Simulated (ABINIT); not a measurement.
Planning a run of ABINIT 10.8.3 on LiCl (Fm-3m). The input:

```
acell 3*1.0 Angstrom
rprim 
  0.000000000000 2.564770000000 2.564770000000
  2.564770000000 0.000000000000 2.564770000000
  2.564770000000 2.564770000000 0.000000000000
ntypat 2
znucl 3 17
natom 2
typat 1 2
xred 
  0.000000000000 0.000000000000 0.000000000000
  0.500000000000 0.500000000000 0.500000000000
pp_dirpath "pseudos"
pseudos "Li.upf, Cl.upf"
ecut 33
ngkpt 4 4 4
nshiftk 1
shiftk 0 0 0
kptopt 1
chksymbreak 0
istwfk *1
occopt 1
irdwfk 1
optdriver 4
nband 44
gwcalctyp 28
ecutsigx 33
symsigma 0
nkptgw 8
kptgw 
  0.0000000000 0.0000000000 0.0000000000
  0.2500000000 0.0000000000 0.0000000000
  0.5000000000 0.0000000000 0.0000000000
  0.2500000000 0.2500000000 0.0000000000
  0.5000000000 0.2500000000 0.0000000000
  -0.2500000000 0.2500000000 0.0000000000
  0.5000000000 0.5000000000 0.0000000000
  -0.2500000000 0.5000000000 0.2500000000
bdgw 
  1 27
  1 27
  1 27
  1 27
  1 27
  1 27
  1 27
  1 27
ecuteps 4
irdscr 1
ppmodel 1
rhoqpmix 0.3
indata_prefix "in"
outdata_prefix "out"
tmpdata_prefix "tmp"
```

The database entry behind the starting cell differs from later determinations by our own check (0.1 to 0.3 % short, probably kX units), so it need not match the best structure at ambient conditions.

```sh
OMP_NUM_THREADS=1 mpirun -n 4 abinit run.abi > log
```

Q: How long will it take on 4 MPI ranks of Intel Xeon Platinum 8488C (Sapphire Rapids), shared host, and how much memory?

It took 58 s; on shared hardware allow 29 s to 1.9 min. Peak host memory was 1.1 GiB.

[Paths, hosts, dates, memory and timing lines, banners, echoed tables and standing remarks are left out of the program output.]

[Logs are printed without paths, hosts, clocks, repeated set-up lines and the standing remarks that a program may print on its own settings, such as how far it seeks lower states.]

[Runs of the session that timed out or met a known fault of the program may be left out.]

[Hosts, paths, dates, database ids (printed as entryN), source tags and the programs' standing remarks are cut or masked in the printed files.]

[G0W0 gaps are taken among the corrected bands and points alone; a level outside them can change the order at an edge.]

[Where Ansatz stands beside ABINIT at settings called matched, ABINIT's density can come from a denser mesh and the files from another edition; pairs whose starting gaps differed by over 0.03 eV were left out, so agreement reads better than it is.]
